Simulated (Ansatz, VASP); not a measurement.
Ag in VASP and in Ansatz

File INCAR:

```
SYSTEM = Ag
  PREC = Accurate
  ENCUT = 600
  EDIFF = 1E-6
  ISMEAR = -1
  SIGMA = 0.05
  LREAL = .False.
  LASPH = .True.
  NELM = 80
  ALGO = Normal
  ISIF = 3
  LWAVE = .False.
  LCHARG = .False.
  GGA = PE
  IBRION = 2
  NSW = 60
  EDIFFG = -0.005
```

KPOINTS

```
regular mesh
0
Gamma
  16 16 9
  0 0 0
```

File POSCAR:

```
Ag
1.0
    2.9401015088      0.0000000000      0.0000000000
   -1.4700507544      2.5462025963      0.0000000000
    0.0000000000      0.0000000000      4.7629644442
Ag
2
Direct
    0.3333333333      0.6666666667      0.2500000000
    0.6666666667      0.3333333333      0.7500000000
```

Input for Ansatz:

```yaml
crystal:
  lattice:
    - [2.9401015088, 0.0, 0.0]
    - [-1.4700507544, 2.5462025963, 0.0]
    - [0.0, 0.0, 4.7629644442]
  atoms:
    - { symbol: Ag, position: [0.3333333333, 0.6666666667, 0.25] }
    - { symbol: Ag, position: [0.6666666667, 0.3333333333, 0.75] }
kpoints:
  mp_grid: { grid: [16, 16, 9] }
scf:
  occupations: { method: fermi_dirac, width: 0.05 }
hamiltonian:
  xc: pbe
  pseudopotentials: { kind: paw }
output:
  forces: true
  stress: true
relax:
  f_tol: 0.005
  max_steps: 40
  cell: {}
```

Alike in both runs: task relaxation of cell and atoms; functional PBE; k mesh 16 × 16 × 9; occupations fermi-dirac, width 0.05 eV; no spin polarisation.

|  | VASP | Ansatz |
| --- | --- | --- |
| version | VASP 6.6.1 | Ansatz 0.2.0 |
| potentials or method | VASP PAW PBE potentials, release 64 (Ag) | PAW with Ansatz's default frozen-core files, scalar-relativistic |
| plane-wave cutoff (eV) | 600 | 420 |
| valence electrons in the cell | 22 | 38 |

```tsv
	VASP	Ansatz	Ansatz less VASP
relaxed volume (Å³/atom)	17.86	17.88	+0.024
relaxed cell length with the largest relative difference (Å)	4.786	4.791	+0.0046
```

The two sets of potentials don't hold the same shells in valence.
